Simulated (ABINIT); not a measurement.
# Pt (Im-3m) in ABINIT: further runs

Runs on Pt. Level: LDA. Tasks: relaxation of cell and atoms, single point.

Everything below comes from runs of ABINIT 10.8.3 (patched build). Logs are shortened: lines on timing, memory, paths and dates and some standing lists are left out, and cuts for length are marked. The log counts tension as positive stress, the text compression.

## Step 1: Starting point

The structure is cubic, space group Im-3m (No. 229). Conventional cell: a = 3.168 Å, b = 3.168 Å, c = 3.168 Å, α = 90.00°, β = 90.00°, γ = 90.00°. Pt (site symmetry m-3m) has 8 Pt at 2.74 Å as nearest neighbours.

This isn't the form of Pt at room conditions, which is fcc.

## Step 2: Relaxation of cell and atoms, LDA

Contents of run.abi:

```
# Pseudopotentials
pp_dirpath "./"
pseudos "Pt.hgh"

# Structure
acell 5.1853131122 5.1853131122 5.1853131122
rprim
    -0.5773502692     0.5773502692     0.5773502692
     0.5773502692    -0.5773502692     0.5773502692
     0.5773502692     0.5773502692    -0.5773502692
ntypat 1
znucl 78
natom 1
typat 1
chkprim 0
chksymtnons 0
tolsym 1.0e-6
xred
            0.0            0.0            0.0

# Plane-wave basis
ecut 22.0
ecutsm 0.5

# k points
kptopt 1
ngkpt 9 9 9
nshiftk 1
shiftk 0.0 0.0 0.0

# Exchange and correlation
ixc 7

# Bands and occupations
nband 9
occopt 3
tsmear 0.05 eV

# SCF cycle
nstep 80
tolvrs 1.0e-12

# Output
iomode 3
prteig 0
prtebands 0
prtwf 0
prtden 0

# Relaxation
ionmov 2
optcell 2
ntime 50
tolmxf 2.0e-5
dilatmx 1.08
```

Potentials or basis: HGH LDA.

Launch:

```console
> abinit run.abi > log 2>&1
```

run.abo:

```text
.Version 10.8.3 of ABINIT
 Symmetries : space group Im -3 m (#229); Bravais cI (body-center cubic)
================================================================================
 Values of the parameters that define the memory need of the present run
     intxc =       0    ionmov =       2      iscf =       7    lmnmax =       6
     lnmax =       6     mgfft =      24  mpssoang =       3    mqgrid =    3001
     natom =       1  nloc_mem =       1    nspden =       1   nspinor =       1
    nsppol =       1      nsym =      48    n1xccc =       0    ntypat =       1
    occopt =       3   xclevel =       1
       mpw =         682          nfft =       13824          nkpt =          35
================================================================================
================================================================================

--------------------------------------------------------------------------------
------------- Echo of variables that govern the present computation ------------
--------------------------------------------------------------------------------
 -outvars: echo values of preprocessed input variables --------
            acell      5.1853131122E+00  5.1853131122E+00  5.1853131122E+00 Bohr
              amu      1.95080000E+02
          chkprim           0
      chksymtnons           0
          dilatmx      1.08000000E+00
             ecut      2.20000000E+01 Hartree
           ecutsm      5.00000000E-01 Hartree
           ionmov           2
              ixc           7
         kptrlatt        9    0    0      0    9    0      0    0    9
          kptrlen      4.66678180E+01
            natom           1
            nband           9
            ngfft          24      24      24
             nkpt          35
            nstep          80
             nsym          48
            ntime          50
           ntypat           1
           occopt           3
          optcell           2
           prtden           0
        prtebands           0
           prteig           0
            prtwf           0
            rprim     -5.7735026920E-01  5.7735026920E-01  5.7735026920E-01
                       5.7735026920E-01 -5.7735026920E-01  5.7735026920E-01
                       5.7735026920E-01  5.7735026920E-01 -5.7735026920E-01
          spgroup         229
           tolmxf      2.00000000E-05
           tolsym      1.00000000E-06
           tolvrs      1.00000000E-12
           tsmear      1.83746611E-03 Hartree
            typat      1
            znucl       78.00000

================================================================================

 chkinp: Checking input parameters for consistency.

[... 37 lines left out ...]
--------------------------------------------------------------------------------

================================================================================

=== [ionmov= 2] Broyden-Fletcher-Goldfarb-Shanno method (forces)
================================================================================

--- Iteration: ( 1/50) Internal Cycle: (1/1)
--------------------------------------------------------------------------------

---SELF-CONSISTENT-FIELD CONVERGENCE--------------------------------------------
[... 343 lines left out ...]
 Difference of energy with previous step (new-old):
           Absolute (Ha)=-7.37856E-08
           Relative     =-2.80411E-09

 At Broyd/MD step   4, gradients are converged :
  max grad (force/stress) = 3.1557E-06 < tolmxf= 2.0000E-05 ha/bohr (free atoms)

================================================================================

 ----iterations are completed or convergence reached----

 Mean square residual over all n,k,spin=   75.490E-09; max=  23.779E-06
 reduced coordinates (array xred) for    1 atoms
       0.000000000000      0.000000000000      0.000000000000
 rms dE/dt=  0.0000E+00; max dE/dt=  0.0000E+00; dE/dt below (all hartree)
    1       0.000000000000      0.000000000000      0.000000000000

 cartesian coordinates (angstrom) at end:
    1      0.00000000000000     0.00000000000000     0.00000000000000

 cartesian forces (hartree/bohr) at end:
    1     -0.00000000000000    -0.00000000000000    -0.00000000000000
 frms,max,avg= 0.0000000E+00 0.0000000E+00   0.000E+00  0.000E+00  0.000E+00 h/b

 cartesian forces (eV/Angstrom) at end:
    1     -0.00000000000000    -0.00000000000000    -0.00000000000000
 frms,max,avg= 0.0000000E+00 0.0000000E+00   0.000E+00  0.000E+00  0.000E+00 e/A
 length scales=  5.127345484112  5.127345484112  5.127345484112 bohr
              =  2.713274380778  2.713274380778  2.713274380778 angstroms
 Fermi (or HOMO) energy (hartree) =  -0.00387   Average Vxc (hartree)=  -0.47830
 Eigenvalues (hartree) for nkpt=  35  k points:
 kpt#   1, nband=  9, wtk=  0.00137, kpt=  0.0000  0.0000  0.0000 (reduced coord)
  -0.36167   -0.13352   -0.13352   -0.13352   -0.03949   -0.03949    0.70900    0.70900
   0.70900
      occupation numbers for kpt#   1
   2.00000    2.00000    2.00000    2.00000    2.00000    2.00000    0.00000    0.00000
   0.00000
 prteigrs : prtvol=0 or 1, do not print more k-points.

--- !EnergyTerms
iteration_state     : {dtset: 1, itime: 4, icycle: 1, }
comment             : Components of total free energy in Hartree
kinetic             :  1.93631910096147E+01
hartree             :  1.96193896339334E+00
xc                  : -4.47955911481352E+00
Ewald energy        : -3.07339209669285E+01
psp_core            :  6.20993786318673E+00
local_psp           : -3.67978840106751E+00
non_local_psp       : -1.49548224287342E+01
internal            : -2.63130230753489E+01
'-kT*entropy'       : -3.75262741251471E-04
total_energy        : -2.63133983380902E+01
total_energy_eV     : -7.16024045622126E+02
band_energy         : -1.20924480275035E+00
...

 Cartesian components of stress tensor (hartree/bohr^3)
  sigma(1 1)=  3.15573018E-08  sigma(3 2)=  0.00000000E+00
  sigma(2 2)=  3.15573018E-08  sigma(3 1)=  0.00000000E+00
  sigma(3 3)=  3.15573018E-08  sigma(2 1)=  0.00000000E+00

-Cartesian components of stress tensor (GPa)         [Pressure= -9.2845E-04 GPa]
- sigma(1 1)=  9.28447873E-04  sigma(3 2)=  0.00000000E+00
- sigma(2 2)=  9.28447873E-04  sigma(3 1)=  0.00000000E+00
- sigma(3 3)=  9.28447872E-04  sigma(2 1)=  0.00000000E+00

== END DATASET(S) ==============================================================
================================================================================

 -outvars: echo values of variables after computation  --------
            acell      5.1273454841E+00  5.1273454841E+00  5.1273454841E+00 Bohr
           etotal     -2.6313398338E+01
            fcart     -0.0000000000E+00 -0.0000000000E+00 -0.0000000000E+00
            rprim     -5.7735026919E-01  5.7735026919E-01  5.7735026919E-01
                       5.7735026919E-01 -5.7735026919E-01  5.7735026919E-01
                       5.7735026919E-01  5.7735026919E-01 -5.7735026919E-01
           strten      3.1557301786E-08  3.1557301793E-08  3.1557301758E-08
                       0.0000000000E+00  0.0000000000E+00  0.0000000000E+00
 Calculation completed.
```

Run time: 9.9 s. Hardware: 1 thread of Intel Xeon 6975P-C (Granite Rapids), shared host; peak memory 0.05 GiB.

What came out:

- Free energy: -716.0240 eV
- Relaxed volume: 15.38 Å³/atom
- Relaxed cell: a = 2.713 Å, b = 2.713 Å, c = 2.713 Å, α = 109.47°, β = 109.47°, γ = 109.47°
- Space group after relaxing (to 0.05 Å): Im-3m (No. 229)
- Energy gained by relaxing: 15.0 meV/atom
- Ionic steps: 4
- Pressure after relaxing: 0.0 GPa
- Band gap on the k mesh: none (metal or under the smearing width)

The path:
```csv
step,energy change (eV),largest force (eV/Å),pressure (GPa),volume (Å³)
1,0.0000,0.0000,-8.79,15.90
2,-0.0144,0.0000,-1.87,15.48
3,-0.0150,0.0000,0.11,15.37
4,-0.0150,0.0000,0.00,15.38
```

Final structure:
```xyz
1
Lattice="-1.5665 1.5665 1.5665 1.5665 -1.5665 1.5665 1.5665 1.5665 -1.5665" Properties=species:S:1:pos:R:3 pbc="T T T"
Pt    0.0000    0.0000    0.0000
```

Caveat: HGH potentials are hard and often keep d shells in the core, so these values are rough.

## Step 3: Single point, LDA (cell relaxed)

Contents of run.abi:

```
# Pseudopotentials
pp_dirpath "./"
pseudos "Pt.hgh"

# Structure
acell 3*1.0 Angstrom
rprim
    -1.5665097000     1.5665097000     1.5665097000
     1.5665097000    -1.5665097000     1.5665097000
     1.5665097000     1.5665097000    -1.5665097000
ntypat 1
znucl 78
natom 1
typat 1
xred
     0.0000000000     0.0000000000     0.0000000000
chkprim 0
chksymtnons 0
tolsym 1.0e-6

# Plane-wave basis
ecut 22.0

# k points
kptopt 1
ngkpt 9 9 9
nshiftk 1
shiftk 0.0 0.0 0.0

# Exchange and correlation
ixc 7

# Bands and occupations
nband 9
occopt 3
tsmear 0.05 eV

# SCF cycle
nstep 100
tolvrs 1.0e-10

# Output
iomode 3
prtwf 0
prteig 0
prtebands 0
enunit 1
prtden 1
prtvha 1
prtvclmb 1
prtpot 1
prtelf 1
```

Potentials or basis: HGH LDA.

Launch:

```console
> abinit run.abi > log 2>&1
```

Run time: 2.6 s. Hardware: 1 thread of Intel Xeon 6975P-C (Granite Rapids), shared host; peak memory 0.07 GiB.

It converged, with:

| Property | Result |
| --- | --- |
| Free energy | -716.0250 eV |
| Pressure | -0.5 GPa |
| Band gap on the k mesh | none (metal or under the smearing width) |
| Valence electrons inside the program's atomic spheres | Pt 6.64 (radii [1.0584] Å) |

Levels at points of the mesh, in eV from the Fermi level:
```tsv
k point	band 3	band 4	band 5	band 6	band 7	band 8
(0.00, 0.00, 0.00)	-3.53	-3.53	-0.97	-0.97	19.40	19.40
```

Caveat: HGH potentials are hard and often keep d shells in the core, so these values are rough. The run has no spin-orbit coupling, so splittings on Pt are missing.
